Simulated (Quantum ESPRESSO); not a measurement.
Crystal: ZnF2.

```
CELL_PARAMETERS angstrom
4.70480 0.00000 0.00000
0.00000 4.70480 0.00000
0.00000 0.00000 3.13380
ATOMIC_POSITIONS crystal
Zn 0.50000 0.50000 0.50000
Zn 0.00000 0.00000 0.00000
F 0.80240 0.19760 0.50000
F 0.69760 0.69760 0.00000
F 0.19760 0.80240 0.50000
F 0.30240 0.30240 0.00000
```

Base run:

```yaml
Program: Quantum ESPRESSO 7.5
Functional: PBE
Potentials_or_basis: SSSP 1.3 efficiency PBE
Cutoff: 748 eV
Density_cutoff: 5987 eV
k_mesh: 6 × 6 × 9
Occupations: fermi-dirac, width 0.05 eV
Spin: no spin polarisation
```

Its results: band gap on the k mesh 3.55 eV, direct; pressure 6.1 GPa; largest force 0.013 eV/Å.

Q: The run is repeated on the same cell with these changes: functional from PBE to LDA; potentials or basis from SSSP 1.3 efficiency PBE to GBRV 1.5 LDA; cutoff from 748 eV to 762 eV; density cutoff from 5987 eV to 6095 eV. What comes out?

A: Band gap on the k mesh 3.32 eV, direct; pressure -5.4 GPa; largest force 0.105 eV/Å.
